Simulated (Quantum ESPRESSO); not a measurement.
A calculation with Quantum ESPRESSO 7.5 of Ge (ASE script, structure from a POSCAR):

Contents of run.py:

```python
import numpy as np
from ase.calculators.espresso import Espresso, EspressoProfile
from ase.io import read

atoms = read('POSCAR')

input_data = {
    'control': {'calculation': 'scf', 'prefix': 'pwscf', 'outdir': './tmp', 'tprnfor': True, 'tstress': True, 'disk_io': 'nowf'},
    'system': {'ecutwfc': 55.0, 'ecutrho': 440.0, 'nbnd': 21, 'occupations': 'smearing', 'smearing': 'fd', 'degauss': 0.00367493},
    'electrons': {'conv_thr': 4e-10, 'electron_maxstep': 120, 'mixing_beta': 0.5},
}
pseudopotentials = {'Ge': 'ge_pbe_v1.4.uspp.F.UPF'}
profile = EspressoProfile(command='pw.x', pseudo_dir='pseudo')
dft = Espresso(profile=profile, input_data=input_data, pseudopotentials=pseudopotentials, kpts=(10, 10, 6), koffset=(0, 0, 0))
atoms.calc = dft

print(f'energy {atoms.get_potential_energy():.8f} eV')
print('forces (eV/A)')
print(np.round(atoms.get_forces(), 6))
print('stress (eV/A^3, Voigt)')
print(np.round(atoms.get_stress(), 8))
print(f'Fermi level {dft.get_fermi_level():.4f} eV')
```

POSCAR

```
Ge
1.0
    1.4880529250     -2.5946896100      0.0000000000
    1.4880529250      2.5946896100      0.0000000000
    0.0000000000      0.0000000000      4.7275957900
Ge
2
Direct
    0.3334466300      0.6665533700      0.2500000000
    0.6665533700      0.3334466300      0.7500000000
```

Potentials or basis: SSSP 1.3 efficiency PBE.

Run with:

```sh
$ OMP_NUM_THREADS=1 python run.py
```

This isn't the form of Ge at room conditions, which is diamond.

Q: Write the same calculation in another form: native input, structure typed inline.

A: As run:

The input pw.in:

```
&CONTROL
  calculation = 'scf'
  prefix = 'pwscf'
  outdir = './tmp'
  pseudo_dir = './pseudo'
  tprnfor = .true.
  tstress = .true.
  disk_io = 'low'
/
&SYSTEM
  ibrav = 0
  nat = 2
  ntyp = 1
  ecutwfc = 55
  ecutrho = 440
  nbnd = 21
  occupations = 'smearing'
  smearing = 'fd'
  degauss = 0.00367493
/
&ELECTRONS
  conv_thr = 4d-10
  electron_maxstep = 120
  mixing_beta = 0.5
/
ATOMIC_SPECIES
Ge    72.6300 ge_pbe_v1.4.uspp.F.UPF
CELL_PARAMETERS angstrom
   1.4880529250   -2.5946896100    0.0000000000
   1.4880529250    2.5946896100    0.0000000000
   0.0000000000    0.0000000000    4.7275957900
ATOMIC_POSITIONS crystal
Ge     0.3334466300    0.6665533700    0.2500000000
Ge     0.6665533700    0.3334466300    0.7500000000
K_POINTS automatic
10 10 6 0 0 0
```

Contents of pp_density.in:

```
&INPUTPP
  prefix = 'pwscf'
  outdir = './tmp'
  filplot = 'density.dat'
  plot_num = 0
/
&PLOT
  nfile = 1
  filepp(1) = 'density.dat'
  iflag = 3
  output_format = 6
  fileout = 'density.cube'
/
```

The input pp_potential.in:

```
&INPUTPP
  prefix = 'pwscf'
  outdir = './tmp'
  filplot = 'potential.dat'
  plot_num = 11
/
&PLOT
  nfile = 1
  filepp(1) = 'potential.dat'
  iflag = 3
  output_format = 6
  fileout = 'potential.cube'
/
```

Potentials or basis: SSSP 1.3 efficiency PBE.

The run is started by

```bash
$ OMP_NUM_THREADS=1 pw.x -in pw.in > pw.out
$ OMP_NUM_THREADS=1 pp.x -in pp_density.in > pp_density.out
$ OMP_NUM_THREADS=1 pp.x -in pp_potential.in > pp_potential.out
```

Both were run:

|  | ASE script, structure from a POSCAR | native input, structure typed inline |
| --- | --- | --- |
| Pressure | 4.2 GPa | 4.2 GPa |
| Band gap on the k mesh | none (metal or under the smearing width) | none (metal or under the smearing width) |

Keys that steer only the numerical path or the files written may differ.
